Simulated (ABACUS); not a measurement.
# GaP (F-43m) in ABACUS: a series of runs

The runs below take GaP through single point, relaxation of cell and atoms, with LDA, MS2, BP86.

All numbers are computed with ABACUS 3.10.1; they aren't measurements. Logs are shortened: lines on timing, memory, paths and dates and some standing lists are left out, and cuts for length are marked.

**The experiment to reproduce.**

From “Stacking defects in GaP nanowires: Electronic structure and optical properties”, 2018, arxiv:1810.01194, for a bulk crystal of GaP at 10 K: band gap 2.34 eV (indirect).

How close the calculation comes is told below.

### 1 Starting point

Symmetry: F-43m, No. 216, cubic system. Conventional cell: a = 5.451 Å, b = 5.451 Å, c = 5.451 Å, α = 90.00°, β = 90.00°, γ = 90.00°. Ga (site symmetry -43m) has 4 P at 2.36 Å as nearest neighbours. P (site symmetry -43m) has 4 Ga at 2.36 Å as nearest neighbours.

### 2 Single point, LDA

File INPUT:

```
INPUT_PARAMETERS
suffix              GaP
calculation         scf
basis_type          lcao
pseudo_dir          ./
orbital_dir         ./
symmetry            1
dft_functional      pz
ecutwfc             114
pseudo_rcut         10
nspin               1
nbands              23
ks_solver           genelpa
smearing_method     fd
smearing_sigma      0.00367493
scf_thr             1e-07
scf_nmax            100
mixing_type         broyden
mixing_beta         0.7
cal_force           1
cal_stress          1
out_mul             1
out_chg             1
```

File STRU:

```
ATOMIC_SPECIES
Ga 69.7230 Ga.upf
P 30.9738 P.upf

NUMERICAL_ORBITAL
Ga_confined-atom_8au_3s3p2d.orb
P_confined-atom_7au_2s2p1d.orb

LATTICE_CONSTANT
1.8897261246

LATTICE_VECTORS
0.0000000000 2.7252500000 2.7252500000
2.7252500000 0.0000000000 2.7252500000
2.7252500000 2.7252500000 0.0000000000

ATOMIC_POSITIONS
Direct

Ga
0.0
1
0.0000000000 0.0000000000 0.0000000000 1 1 1

P
0.0
1
0.7500000000 0.7500000000 0.7500000000 1 1 1
```

File KPT:

```
K_POINTS
0
Gamma
7 7 7 0 0 0
```

Potentials or basis: PseudoDojo NC SR 0.4.1 LDA stringent, DZP LCAO (the cutoffs set its grid).

The run is started by

```bash
> OMP_NUM_THREADS=1 mpirun -np 4 abacus > log
```

running log:

```text
ABACUS v3.10.1

               Atomic-orbital Based Ab-initio Computation at UStc

 ------------------------------------------------------------------------------------

 READING GENERAL INFORMATION
                           global_out_dir = OUT.GaP/
                           global_in_card = INPUT
                               pseudo_dir = ./
                              orbital_dir = ./
                                    DSIZE = 4
                                    GSIZE = 1

 READING UNITCELL INFORMATION
                                    ntype = 2
                  lattice constant (Bohr) = 1.88973
              lattice constant (Angstrom) = 1

 READING ATOM TYPE 1
                               atom label = Ga
                      L=0, number of zeta = 3
                      L=1, number of zeta = 3
                      L=2, number of zeta = 2
             number of atom for this type = 1

 READING ATOM TYPE 2
                               atom label = P
                      L=0, number of zeta = 2
                      L=1, number of zeta = 2
                      L=2, number of zeta = 1
             number of atom for this type = 1

                        TOTAL ATOM NUMBER = 2
DIRECT COORDINATES
    atom                   x                   y                   z     mag                  vx                  vy                  vz
taud_Ga1            0.0000000000        0.0000000000        0.0000000000  0.0000        0.0000000000        0.0000000000        0.0000000000
taud_P1            0.7500000000        0.7500000000        0.7500000000  0.0000        0.0000000000        0.0000000000        0.0000000000

                          Volume (Bohr^3) = 273.178
                             Volume (A^3) = 40.4807

 Lattice vectors: (Cartesian coordinate: in unit of a_0)
                   +0            +2.72525            +2.72525
             +2.72525                  +0            +2.72525
             +2.72525            +2.72525                  +0
 Reciprocal vectors: (Cartesian coordinate: in unit of 2 pi/a_0)
            -0.183469           +0.183469           +0.183469
            +0.183469           -0.183469           +0.183469
            +0.183469           +0.183469           -0.183469
 The esolver type has been set to : ksdft_lcao

                PAO radial cut off (Bohr) = 10

 Read in pseudopotential file is Ga.upf
                     pseudopotential type = NC
          exchange-correlation functional = SLAPWNOGXNOGC
                 nonlocal core correction = 1
                        valence electrons = 21
                                     lmax = 2
                           number of zeta = 5
                     number of projectors = 6
                           L of projector = 0
                           L of projector = 0
                           L of projector = 1
                           L of projector = 1
                           L of projector = 2
                           L of projector = 2
 XC functional updated to : pz
          exchange-correlation functional = PZ
                PAO radial cut off (Bohr) = 10

 Read in pseudopotential file is P.upf
                     pseudopotential type = NC
          exchange-correlation functional = SLAPWNOGXNOGC
                 nonlocal core correction = 1
                        valence electrons = 5
                                     lmax = 2
                           number of zeta = 2
                     number of projectors = 6
                           L of projector = 0
                           L of projector = 0
                           L of projector = 1
                           L of projector = 1
                           L of projector = 2
                           L of projector = 2
 XC functional updated to : pz
          exchange-correlation functional = PZ
     initial pseudo atomic orbital number = 17

 SETUP THE ELECTRONS NUMBER
            electron number of element Ga = 21
      total electron number of element Ga = 21
             electron number of element P = 5
       total electron number of element P = 5
            AUTOSET number of electrons:  = 26
                           occupied bands = 13
                                   NLOCAL = 35
                                   NBANDS = 23
                                   NBANDS = 23
                                   NLOCAL = 35

[... 76 lines left out ...]
                                       S1 = 6
                                       S3 = 0
                                       S4 = 6
                                       S6 = 0
               POINT GROUP IN SPACE GROUP = T_d

 SETUP K-POINTS
                                    nspin = 1
                   Input type of k points = Monkhorst-Pack(Gamma)
                                   nkstot = 343
                       right hand lattice = 1
(for reciprocal lattice: )
                             BRAVAIS TYPE = 2
                     BRAVAIS LATTICE NAME = 02. Cubic I (body-centered)
                                    ibrav = 2
                       right hand lattice = 1
(for k-lattice: )
                             BRAVAIS TYPE = 2
                     BRAVAIS LATTICE NAME = 02. Cubic I (body-centered)
                                    ibrav = 2
                       right hand lattice = 1
                        ROTATION MATRICES = 48
                               nkstot_ibz = 20
K-POINTS REDUCTION ACCORDING TO SYMMETRY
     IBZ    DIRECT_X    DIRECT_Y    DIRECT_Z  WEIGHT  ibz2bz
       1  0.00000000  0.00000000  0.00000000  0.0029       0
       2  0.14285714  0.14285714  0.14285714  0.0233       1
       3  0.28571429  0.28571429  0.28571429  0.0233       2
       4  0.42857143  0.42857143  0.42857143  0.0233       3
       5  0.14285714  0.14285714  0.00000000  0.0175       8
       6  0.28571429  0.14285714  0.28571429  0.0700       9
[... 12 lines left out ...]
      19 -0.42857143  0.42857143  0.14285714  0.0700      74
      20 -0.28571429  0.42857143  0.28571429  0.0700      75

                               nkstot now = 20
[... K-POINTS DIRECT COORDINATES: 20 rows ...]

           k-point number in this process = 20
       minimum distributed K point number = 20
[... stars of the k points ...]

[... K-POINTS CARTESIAN COORDINATES: 20 rows ...]

[... K-POINTS DIRECT COORDINATES: 20 rows ...]

 SETUP PLANE WAVES FOR WAVE FUNCTIONS
     energy cutoff for wavefunc (unit:Ry) = 114
              fft grid for wave functions = [ 50, 50, 50 ]
                    number of plane waves = 7119
                         number of sticks = 499

 PARALLEL PW FOR WAVE FUNCTIONS
     PROC   COLUMNS(POT)             PW
        1            125           1781
        2            124           1779
        3            124           1779
        4            126           1780
 --------------- sum -------------------
        4            499           7119

 SET NONLOCAL PSEUDOPOTENTIAL PROJECTORS
 SET NONLOCAL PSEUDOPOTENTIAL PROJECTORS
 max number of nonlocal projetors among all species is 6

 -------------------------------------------
 SELF-CONSISTENT
 -------------------------------------------

 SETUP SEARCHING RADIUS FOR PROGRAM TO SEARCH ADJACENT ATOMS
                  longest orb rcut (Bohr) = 8
   longest nonlocal projector rcut (Bohr) = 1.74
                     search radius (Bohr) = 19.5
              searching radius is (Bohr)) = 19.5
         searching radius unit is (Bohr)) = 1.89
                         PeriodicBoundary = 1
                        Radius(unit:lat0) = 10.3
                                   glayer = [ 5, 5, 5 ]
                             glayer_minus = [ 4, 4, 4 ]

Find the coordinate range of the input atom(unit:lat0).
                                  min_tau = [ -21.8, -21.8, -21.8 ]
                                  max_tau = [ 25.9, 25.9, 25.9 ]
                                BoxNumber = [ 9, 9, 9 ]

 SETUP EXTENDED REAL SPACE GRID FOR GRID INTEGRATION
                          real space grid = [ 50, 50, 50 ]
                 big cell numbers in grid = [ 10, 10, 10 ]
             meshcell numbers in big cell = [ 5, 5, 5 ]
                        extended fft grid = [ 14, 14, 14 ]
                dimension of extened grid = [ 39, 39, 39 ]
                            UnitCellTotal = 125
              Atom number in sub-FFT-grid = 2
    Local orbitals number in sub-FFT-grid = 35
                                ParaV.nnr = 22726
                                 init_chg = atomic

 LCAO ALGORITHM --------------- ION=   1  ELEC=   1--------------------------------

 Density error is 0.0455844452881
----------------------------------------------------------
     Energy           Rydberg                 eV
----------------------------------------------------------
 E_KohnSham     -509.8389487234      -6936.7147649681
 E_Harris       -511.9544856049      -6965.4981208861
 E_Fermi        0.6103151028         8.3037629732
----------------------------------------------------------
[... 69 lines left out ...]
 Density error is 6.94852764485e-08
----------------------------------------------------------
     Energy           Rydberg                 eV
----------------------------------------------------------
 E_KohnSham     -509.8510900042      -6936.8799555681
 E_KS(sigma->0) -509.8510900035      -6936.8799555581
 E_Harris       -509.8510924368      -6936.8799886647
 E_band         -60.6439138544       -825.1027774416
 E_one_elec     -464.0050031961      -6313.1119439754
 E_Hartree      232.5871274917       3164.5102153395
 E_xc           -54.6504019068       -743.5568639224
 E_Ewald        -223.7828123915      -3044.7213629900
 E_entropy(-TS) -0.0000000015        -0.0000000199
 E_descf        0.0000000000         0.0000000000
 E_exx          0.0000000000         0.0000000000
 E_Fermi        0.6367183098         8.6629970348
----------------------------------------------------------

 charge density convergence is achieved
 final etot is -6936.8799556 eV
 EFERMI = 8.6629970348 eV

 STATE ENERGY(eV) AND OCCUPATIONS    NSPIN == 1
 1/20 kpoint (Cartesian) = 0.0000 0.0000 0.0000 (1400 pws)
       1       -134.353     0.00583090
       2       -85.5896     0.00583090
       3       -85.5896     0.00583090
       4       -85.5896     0.00583090
       5       -6.56617     0.00583090
       6       -6.56617     0.00583090
[... 140 lines left out ...]
      22        24.1052        0.00000
      23        25.7177        0.00000

[... levels at 14 further k points ...]

 correction force for each atom along direction 1 is 0.00972285
 correction force for each atom along direction 2 is 0.00510474
 correction force for each atom along direction 3 is 0.00527160
------------------------------------------------------------------------------------------
 TOTAL-FORCE (eV/Angstrom)
------------------------------------------------------------------------------------------
                       Ga1         0.0000000000         0.0000000000         0.0000000000
                        P1         0.0000000000         0.0000000000         0.0000000000
------------------------------------------------------------------------------------------

----------------------------------------------------------------
 TOTAL-STRESS (KBAR)
----------------------------------------------------------------
       -15.2818313818         0.0000000000         0.0000000000
         0.0000000000       -15.2818313818        -0.0000000000
        -0.0000000000         0.0000000000       -15.2818313818
----------------------------------------------------------------
 TOTAL-PRESSURE: -15.281831 KBAR

 --------------------------------------------
 !FINAL_ETOT_IS -6936.8799555680880076 eV
 --------------------------------------------
```

It took 3.9 s on 4 MPI ranks of Intel Xeon 6975P-C (Granite Rapids), shared host; peak memory 0.4 GiB.

Results:

```
Free energy            : -6936.8800 eV
Pressure               : -1.5 GPa
Band gap on the k mesh : 1.46 eV, indirect (least direct gap 1.78 eV)
Mulliken charges       : Ga -0.20; P +0.20 e
```

Caveat: the atomic orbitals were generated for these runs and aren't a published set; Mulliken charges move with the basis; an odd mesh through Γ misses points on the zone boundary, where band edges often lie; the basis of atomic orbitals isn't converged, which shifts pressures, moduli and gaps.

[end of part 1 of 2]
